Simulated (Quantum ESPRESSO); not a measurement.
# MoS2 (P6_3/mmc) in Quantum ESPRESSO: convergence with number of bands

Aim: find how far number of bands must go before the results for MoS2 settle, at PBE. This setting moves, with any that are tied to it; all else stays.

Everything below comes from runs of Quantum ESPRESSO 7.5. Logs are shortened: lines on timing, memory, paths and dates and some standing lists are left out, and cuts for length are marked.

## Step 1: The structure

The structure is hexagonal, space group P6_3/mmc (No. 194). The conventional cell has a = 3.169 Å, b = 3.169 Å, c = 12.324 Å, α = 90.00°, β = 90.00°, γ = 120.00°. Around Mo (site symmetry -6m2) lie 6 S at 2.41 Å. S (site symmetry 3m) is surrounded by 3 Mo at 2.41 Å.

## Step 2: With number of bands 32

File pw.in:

```
&CONTROL
  calculation = 'scf'
  prefix = 'pwscf'
  outdir = './tmp'
  pseudo_dir = './pseudo'
  tprnfor = .true.
  tstress = .true.
  disk_io = 'nowf'
/
&SYSTEM
  ibrav = 0
  nat = 6
  ntyp = 2
  ecutwfc = 36
  ecutrho = 216
  nbnd = 32
  occupations = 'smearing'
  smearing = 'mp'
  degauss = 0.00367493
/
&ELECTRONS
  conv_thr = 1.2d-09
  electron_maxstep = 120
  mixing_beta = 0.5
/
ATOMIC_SPECIES
Mo    95.9500 Mo.GGA_PBE-JTH.UPF
S     32.0600 S.GGA_PBE-JTH.UPF
CELL_PARAMETERS angstrom
   3.1690000000    0.0000000000    0.0000000000
  -1.5845000000    2.7444345046    0.0000000000
   0.0000000000    0.0000000000   12.3240000000
ATOMIC_POSITIONS crystal
Mo     0.6666666667    0.3333333333    0.7500000000
Mo     0.3333333333    0.6666666667    0.2500000000
S      0.6666666667    0.3333333333    0.3770000000
S      0.3333333333    0.6666666667    0.8770000000
S      0.6666666667    0.3333333333    0.1230000000
S      0.3333333333    0.6666666667    0.6230000000
K_POINTS automatic
10 10 3 0 0 0
```

Potentials or basis: JTH 2.0 PBE.

On the command line:

```
> OMP_NUM_THREADS=1 pw.x -in pw.in > pw.out
```

It took 72 s on 1 thread of Intel Xeon at 2.70GHz, shared host; peak memory 0.22 GiB.

What came out:

```yaml
Free_energy: -13515.7626 eV
Pressure: 1.9 GPa
Largest_force: 0.056 eV/Å
Band_gap_on_the_k_mesh: 0.94 eV, indirect (least direct gap 1.87 eV)
```

## Step 3: With number of bands 33

Edit pw.in of step 2 so:

```diff
@@ -15,3 +15,3 @@
   ecutrho = 216
-  nbnd = 32
+  nbnd = 33
   occupations = 'smearing'
```

Potentials or basis: JTH 2.0 PBE.

On the command line:

```
> OMP_NUM_THREADS=1 pw.x -in pw.in > pw.out
```

It took 76 s on 1 thread of Intel Xeon at 2.70GHz, shared host; peak memory 0.22 GiB.

What came out:

* Free energy: -13515.7626 eV
* Pressure: 1.9 GPa
* Largest force: 0.056 eV/Å
* Band gap on the k mesh: 0.94 eV, indirect (least direct gap 1.87 eV)

## Step 4: With number of bands 34

Edit pw.in of step 3 so:

```diff
@@ -15,3 +15,3 @@
   ecutrho = 216
-  nbnd = 33
+  nbnd = 34
   occupations = 'smearing'
```

On the command line:

```
> OMP_NUM_THREADS=1 pw.x -in pw.in > pw.out
```

It took 80 s on 1 thread of Intel Xeon at 2.70GHz, shared host; peak memory 0.23 GiB.

What came out:

```
Free energy            : -13515.7626 eV
Pressure               : 1.9 GPa
Largest force          : 0.056 eV/Å
Band gap on the k mesh : 0.94 eV, indirect (least direct gap 1.87 eV)
```

## Step 5: With number of bands 36

Edit pw.in of step 4 so:

```diff
@@ -15,3 +15,3 @@
   ecutrho = 216
-  nbnd = 34
+  nbnd = 36
   occupations = 'smearing'
```

On the command line:

```
> OMP_NUM_THREADS=1 pw.x -in pw.in > pw.out
```

It took 67 s on 1 thread of Intel Xeon at 2.70GHz, shared host; peak memory 0.23 GiB.

Results (log left out):

```yaml
Free_energy: -13515.7626 eV
Pressure: 1.9 GPa
Largest_force: 0.056 eV/Å
Band_gap_on_the_k_mesh: 0.94 eV, indirect (least direct gap 1.87 eV)
```

## Step 6: With number of bands 40

Edit pw.in of step 5 so:

```diff
@@ -15,3 +15,3 @@
   ecutrho = 216
-  nbnd = 36
+  nbnd = 40
   occupations = 'smearing'
```

Potentials or basis: JTH 2.0 PBE.

On the command line:

```
> OMP_NUM_THREADS=1 pw.x -in pw.in > pw.out
```

It took 74 s on 1 thread of Intel Xeon at 2.70GHz, shared host; peak memory 0.23 GiB.

The run converged. Its results:

* Free energy: -13515.7626 eV
* Pressure: 1.9 GPa
* Largest force: 0.056 eV/Å
* Band gap on the k mesh: 0.94 eV, indirect (least direct gap 1.87 eV)

## Step 7: With number of bands 48

Edit pw.in of step 6 so:

```diff
@@ -15,3 +15,3 @@
   ecutrho = 216
-  nbnd = 40
+  nbnd = 48
   occupations = 'smearing'
```

Potentials or basis: JTH 2.0 PBE.

On the command line:

```
> OMP_NUM_THREADS=1 pw.x -in pw.in > pw.out
```

pw.out:

```text
This program is part of the open-source Quantum ESPRESSO suite
     for quantum simulation of materials; please cite
         "P. Giannozzi et al., J. Phys.:Condens. Matter 21 395502 (2009);
         "P. Giannozzi et al., J. Phys.:Condens. Matter 29 465901 (2017);
         "P. Giannozzi et al., J. Chem. Phys. 152 154105 (2020);
     in publications or presentations arising from this work. More details at

     file Mo.GGA_PBE-JTH.UPF: wavefunction(s)  4S 5S 4P 0P 4D 0D renormalized
     file S.GGA_PBE-JTH.UPF: wavefunction(s)  3S 0S 3P 0P renormalized
     Message from routine setup:
     using ibrav=0 with symmetry is DISCOURAGED, use correct ibrav instead

     G-vector sticks info
     --------------------
     sticks:   dense  smooth     PW     G-vecs:    dense   smooth      PW
     Sum         535     361    109                38587    21137    3577

     Using Slab Decomposition

     bravais-lattice index     =            0
     lattice parameter (alat)  =       5.9885  a.u.
     unit-cell volume          =     723.3082 (a.u.)^3
     number of atoms/cell      =            6
     number of atomic types    =            2
     number of electrons       =        52.00
     number of Kohn-Sham states=           48
     kinetic-energy cutoff     =      36.0000  Ry
     charge density cutoff     =     216.0000  Ry
     scf convergence threshold =      1.2E-09
     mixing beta               =       0.5000
     number of iterations used =            8  plain     mixing
     Exchange-correlation= SLA PW PBX PBC
                           (   1   4   3   4   0   0   0)

     celldm(1)=   5.988542  celldm(2)=   0.000000  celldm(3)=   0.000000
     celldm(4)=   0.000000  celldm(5)=   0.000000  celldm(6)=   0.000000

     crystal axes: (cart. coord. in units of alat)
               a(1) = (   1.000000   0.000000   0.000000 )
               a(2) = (  -0.500000   0.866025   0.000000 )
               a(3) = (   0.000000   0.000000   3.888924 )

     reciprocal axes: (cart. coord. in units 2 pi/alat)
               b(1) = (  1.000000  0.577350 -0.000000 )
               b(2) = (  0.000000  1.154701  0.000000 )
               b(3) = (  0.000000 -0.000000  0.257141 )

     PseudoPot. # 1 for Mo read from file:
     Mo.GGA_PBE-JTH.UPF
     Pseudo is Projector augmented-wave + core cor, Zval = 14.0
     Generated using ATOMPAW code
     Shape of augmentation charge: SINC**2
     Using radial grid of 1076 points,  6 beta functions with:
                l(1) =   0
                l(2) =   0
                l(3) =   1
                l(4) =   1
                l(5) =   2
                l(6) =   2
     Q(r) pseudized with 0 coefficients

     PseudoPot. # 2 for S  read from file:
     S.GGA_PBE-JTH.UPF
     Pseudo is Projector augmented-wave + core cor, Zval =  6.0
     Generated using ATOMPAW code
     Shape of augmentation charge: SINC**2
[... 65 lines left out ...]
     Starting wfcs are   68 randomized atomic wfcs

     Self-consistent Calculation

     iteration #  1     ecut=    36.00 Ry     beta= 0.50
     Davidson diagonalization with overlap
     ethr =  1.00E-02,  avg # of iterations =  7.0

     negative rho (up, down):  2.317E-01 0.000E+00
[... 28 lines left out ...]
     total energy              =    -993.38896395 Ry
     estimated scf accuracy    <       0.00628358 Ry

     iteration #  5     ecut=    36.00 Ry     beta= 0.50
     Davidson diagonalization with overlap
     c_bands:  1 eigenvalues not converged
     ethr =  1.21E-05,  avg # of iterations =  8.2

     negative rho (up, down):  2.370E-01 0.000E+00

     total energy              =    -993.39003225 Ry
     estimated scf accuracy    <       0.00142242 Ry

     iteration #  6     ecut=    36.00 Ry     beta= 0.50
     Davidson diagonalization with overlap
     c_bands:  1 eigenvalues not converged
     ethr =  2.74E-06,  avg # of iterations =  3.4

     negative rho (up, down):  2.368E-01 0.000E+00

     total energy              =    -993.39021743 Ry
     estimated scf accuracy    <       0.00000461 Ry
[... 28 lines left out ...]
     iteration # 10     ecut=    36.00 Ry     beta= 0.50
     Davidson diagonalization with overlap
     ethr =  5.28E-11,  avg # of iterations =  1.6

     negative rho (up, down):  2.367E-01 0.000E+00

     End of self-consistent calculation

          k = 0.0000 0.0000 0.0000 (  2625 PWs)   bands (ev):

   -50.6206 -50.6206 -24.7609 -24.7608 -24.5423 -24.5423 -24.5423 -24.5423
    -4.0468  -3.7749  -2.8386  -2.3934   4.0451   5.0799   7.4199   7.6476
     7.6476   7.6612   7.6612   8.7428   8.7428   8.7898   8.7898   9.7148
     9.7653  10.9024  13.0121  13.0121  13.0403  13.0403  13.1723  13.1723
    13.3450  13.3450  16.4585  16.6008  18.9808  19.5073  19.5181  20.8219
    20.8219  21.1094  21.2336  21.2336  22.4521  22.6062  22.6063  23.7521
[... 75 lines left out ...]
   -50.5847 -50.5847 -24.8931 -24.8931 -24.6896 -24.6896 -24.6233 -24.6233
    -2.2826  -2.2092  -1.9432  -1.8649   4.5498   4.7076   5.4732   5.5734
     6.1645   6.4547   7.1813   7.2207   8.2704   8.4563   9.1008   9.1832
     9.3233   9.4498  12.4617  12.5090  12.7157  12.9413  13.8507  14.2698
    14.3869  14.5841  16.8621  17.2606  17.9439  18.2197  18.8448  19.3448
    19.7609  20.1975  21.5343  22.1245  22.3005  22.6197  23.8485  24.0431

          k = 0.0000-0.5774 0.0000 (  2640 PWs)   bands (ev):

   -50.5809 -50.5809 -24.9290 -24.9290 -24.6820 -24.6820 -24.6318 -24.6317
    -2.0489  -1.9394  -1.8806  -1.7820   4.2559   4.5649   5.2423   5.4681
     5.7931   6.4538   7.0440   7.1245   8.1687   8.4234   9.1797   9.3796
     9.5053   9.6328  12.5161  12.5617  12.9134  13.1752  13.7679  14.3405
    14.6872  14.7727  16.2087  16.4837  17.6412  18.5935  18.6839  19.0054
    19.6570  19.7646  20.8374  21.6439  22.1132  22.3366  24.7302  25.0228

          k = 0.0000-0.5774 0.0857 (  2660 PWs)   bands (ev):

   -50.5809 -50.5809 -24.9290 -24.9290 -24.6820 -24.6820 -24.6318 -24.6318
    -2.0308  -1.9831  -1.8397  -1.7974   4.3249   4.4790   5.2628   5.3460
     6.0347   6.3352   7.0631   7.1032   8.2207   8.3461   9.2297   9.3296
     9.5445   9.6067  12.5258  12.5484  12.9870  13.1175  13.9364  14.3697
    14.4469  14.6625  16.3634  16.6091  17.7422  18.2953  18.5345  19.0928
    19.5833  19.8067  21.0908  21.7007  22.1614  22.3144  24.1868  24.5051
[... 138 lines left out ...]
   -50.5767 -50.5767 -24.8498 -24.8498 -24.7644 -24.7644 -24.6736 -24.6736
    -1.7820  -1.7597  -1.6921  -1.6702   4.8289   4.9053   5.3033   5.3814
     6.3188   6.3863   6.5499   6.6549   7.2545   7.4296   8.0727   8.2702
    10.0678  10.1452  12.0824  12.1188  13.0151  13.4335  13.6727  13.7143
    14.9693  15.1550  17.2476  17.6947  18.2726  18.5408  19.7131  19.8455
    21.3828  21.5604  22.0900  22.0929  22.3549  22.5626  22.9647  23.3031

     the Fermi energy is    11.1522 ev

!    total energy              =    -993.39022488 Ry
     total all-electron energy =      -993.390225 Ry
     estimated scf accuracy    <          4.9E-10 Ry
     smearing contrib. (-TS)   =       0.00000000 Ry
     internal energy E=F+TS    =    -993.39022488 Ry

     The total energy is F=E-TS. E is the sum of the following terms:
     one-electron contribution =    -162.75618473 Ry
     hartree contribution      =     113.71357292 Ry
     xc contribution           =     -56.00078666 Ry
     ewald contribution        =    -239.69498777 Ry
     one-center paw contrib.   =    -648.65183863 Ry

     convergence has been achieved in  10 iterations

     negative rho (up, down):  2.367E-01 0.000E+00

     Forces acting on atoms (cartesian axes, Ry/au):

     atom    1 type  1   force =    -0.00000000   -0.00000000    0.00000000
     atom    2 type  1   force =     0.00000000    0.00000000   -0.00000000
     atom    3 type  2   force =     0.00000000    0.00000000   -0.00219230
     atom    4 type  2   force =     0.00000000   -0.00000000   -0.00219230
     atom    5 type  2   force =     0.00000000    0.00000000    0.00219230
     atom    6 type  2   force =     0.00000000    0.00000000    0.00219230

     Total force =     0.004385     Total SCF correction =     0.000027

     Computing stress (Cartesian axis) and pressure

     negative rho (up, down):  2.367E-01 0.000E+00
          total   stress  (Ry/bohr**3)                   (kbar)     P=       19.32
   0.00012306   0.00000000   0.00000000           18.10        0.00        0.00
   0.00000000   0.00012306   0.00000000            0.00       18.10        0.00
   0.00000000   0.00000000   0.00014786            0.00        0.00       21.75

=------------------------------------------------------------------------------=
   JOB DONE.
=------------------------------------------------------------------------------=
```

Wall time 75 s (1 thread of Intel Xeon at 2.70GHz, shared host); peak memory 0.24 GiB.

What came out:

- Free energy: -13515.7626 eV
- Pressure: 1.9 GPa
- Largest force: 0.056 eV/Å
- Band gap on the k mesh: 0.94 eV, indirect (least direct gap 1.87 eV)

## Step 8: The series at a glance

```csv
number of bands,"energy less the tightest run, at zero smearing (meV/atom)",SCF cycles,CPU time (s),peak memory (GiB)
32,0.00,12,72,0.22
33,0.00,12,76,0.22
34,0.00,11,80,0.23
36,0.00,11,67,0.23
40,0.00,10,74,0.23
48,0.00,10,75,0.24
```

Against the tightest run, the energy stays within 1 meV/atom from 32 on. The tightest run that finished is the yardstick and may itself not be fully converged.

Caveats: the cutoff is low for these files, which shifts pressure and relaxed volume; this smearing can shift energies of a crystal with a gap; an odd mesh through Γ misses points on the zone boundary, where band edges often lie; this functional lacks dispersion, which binds the layers, so the pressure and a relaxed spacing across them are unreliable.
